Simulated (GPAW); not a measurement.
**ZnS in GPAW: the effect of volume scale**

The system is ZnS.

```
Zn S
1.0
     0.00000    2.64684    2.64684
     2.64684    0.00000    2.64684
     2.64684    2.64684    0.00000
Zn S
1 1
Direct
  0.75000 0.75000 0.75000
  0.00000 0.00000 0.00000
```

Alike in all runs:

* Program: GPAW 26.7.0
* Task: dielectric tensor
* Functional: PBE
* Potentials or basis: GPAW PAW data sets (gpaw-data 1.2.1)
* Cutoff: 450 eV
* Basis: pw
* k mesh: 7 × 7 × 7
* Occupations: fermi-dirac, width 0.001 eV
* Spin: no spin polarisation

```csv
volume scale,gap on the mesh (eV),dielectric constant (mean)
0.94,?,?
0.96,2.28,5.56
0.98,2.19,5.56
```

Question: What does the run with volume scale 0.94 give?

Answer: gap on the mesh 2.38 eV; dielectric constant 5.57 mean.

Caveats: the long-wavelength limit can be off by several per cent where d states take part; an odd mesh through Γ misses points on the zone boundary, where band edges often lie.
